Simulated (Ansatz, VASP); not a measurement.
**One calculation of Be4S, two programs**

Contents of INCAR:

```
SYSTEM = Be4S
PREC     = Accurate       ! precision mode
ENCUT    = 600            ! plane-wave cutoff, eV
EDIFF    = 1E-6           ! SCF threshold, eV
ISMEAR   = 0              ! smearing method
SIGMA    = 0.1            ! smearing width, eV
LREAL    = .FALSE.        ! projectors in reciprocal space
LASPH    = .TRUE.         ! aspherical terms in the spheres
NELM     = 100            ! most SCF steps
ALGO     = Normal         ! electronic algorithm
ISIF     = 3              ! what is computed and relaxed
LWAVE    = .FALSE.        ! write WAVECAR
LCHARG   = .FALSE.        ! write CHGCAR
GGA      = PE             ! functional
IBRION   = 2              ! ionic algorithm
NSW      = 90             ! ionic steps
EDIFFG   = -0.04          ! ionic threshold
```

File KPOINTS:

```
Automatic mesh
0
G
  6 6 6
  0 0 0
```

Contents of POSCAR:

```
Be4S
1.0
    2.2023594900      1.2715328400      3.5408214400
   -2.2023594900      1.2715328400      3.5408214400
    0.0000000000     -2.5430656900      3.5408214400
Be S
4 1
Direct
    0.5000000000      0.5000000000      0.0000000000
    0.0000000000      0.5000000000      0.5000000000
    0.5000000000      0.0000000000      0.5000000000
    0.5000000000      0.5000000000      0.5000000000
    0.0000000000      0.0000000000      0.0000000000
```

Input for Ansatz:

```yaml
crystal:
  lattice:
    - [2.20235949, 1.27153284, 3.54082144]
    - [-2.20235949, 1.27153284, 3.54082144]
    - [0.0, -2.54306569, 3.54082144]
  atoms:
    - { symbol: Be, position: [0.5, 0.5, 0.0] }
    - { symbol: Be, position: [0.0, 0.5, 0.5] }
    - { symbol: Be, position: [0.5, 0.0, 0.5] }
    - { symbol: Be, position: [0.5, 0.5, 0.5] }
    - { symbol: S, position: [0.0, 0.0, 0.0] }
basis:
  ecutwfc: 420
kpoints:
  mp_grid: { grid: [6, 6, 6] }
hamiltonian:
  xc: pbe
scf:
  occupations: { method: gaussian, width: 0.1 }
  lower_state_search: "off"
output:
  forces: true
  stress: true
  eigenvalues: true
relax:
  adjacent_minimum: "off"
  f_tol: 0.04
  max_steps: 70
  cell: { stress_tol: 0.4 }
```

Alike in both runs: task relaxation of cell and atoms; functional PBE; k mesh 6 × 6 × 6; occupations gaussian, width 0.1 eV; no spin polarisation.

|  | VASP | Ansatz |
| --- | --- | --- |
| version | VASP 6.6.1 | Ansatz 0.2.0 |
| potentials or method | VASP PAW PBE potentials, release 64 (Be, S) | scalar-relativistic, plane waves, PAW |
| plane-wave cutoff (eV) | 600 | 420 |
| valence electrons in the cell | 14 | 14 |

|  | VASP | Ansatz | Ansatz less VASP |
| --- | --- | --- | --- |
| gap on the k mesh at the Fermi level, each at its own relaxed structure (eV) | none | none | - |
| relaxed volume (Å³/atom) | 12.93 | 12.89 | -0.044 |
| relaxed cell length with the largest relative difference (Å) | 4.642 | 4.635 | -0.0068 |
| energy change over the relaxation (meV/atom) | -31 | -31 | +0.5 |

A gap of «none» marks a metal or a gap that the smearing closes.
